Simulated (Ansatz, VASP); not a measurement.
## One calculation of In, two programs

INCAR

```
PREC = Accurate ; ENCUT = 520
EDIFF = 1E-6 ; ISMEAR = -1
SIGMA = 0.03 ; LREAL = F
LASPH = T ; NELM = 60
ALGO = Normal ; ISIF = 2
LWAVE = F ; LCHARG = T
GGA = PE ; LELF = T
LVHAR = T ; NBANDS = 12
```

The input KPOINTS:

```
regular mesh
0
Gamma
  12 12 12
```

The input POSCAR:

```
In
1.0
    3.1473843617      0.0000000000      0.0000000000
    0.0000000000      3.1473843617      0.0000000000
    0.0000000000      0.0000000000      3.1473843617
In
1
Direct
    0.0000000000      0.0000000000      0.0000000000
```

Input for Ansatz:

```yaml
crystal:
  lattice:
    - [3.1473843617, 0.0, 0.0]
    - [0.0, 3.1473843617, 0.0]
    - [0.0, 0.0, 3.1473843617]
  atoms:
    - { symbol: In, position: [0.0, 0.0, 0.0] }
kpoints:
  mp_grid: { grid: [12, 12, 12] }
scf:
  occupations: { method: fermi_dirac, width: 0.03 }
hamiltonian:
  xc: pbe
  pseudopotentials: { kind: all_electron, lapw: { basis_error: 0.00025 } }
output:
  forces: true
  stress: true
  eigenvalues: true
```

Change from the starting cell: volume scaled by 1.06.

Alike in both runs: task single point; functional PBE; k mesh 12 × 12 × 12; occupations fermi-dirac, width 0.03 eV; no spin polarisation.

|  | VASP | Ansatz |
| --- | --- | --- |
| version | VASP 6.6.1 | Ansatz 0.2.0 |
| potentials or method | VASP PAW PBE potentials, release 64 (In_d) | all-electron LAPW, scalar-relativistic |
| plane-wave cutoff (eV) | 520 | see its input |

|  | VASP | Ansatz | Ansatz less VASP |
| --- | --- | --- | --- |
| pressure (GPa) | -1.5 | -1.4 | +0.05 |

Ansatz ran all-electron here, so the differences hold the error of VASP's frozen core and of both bases.
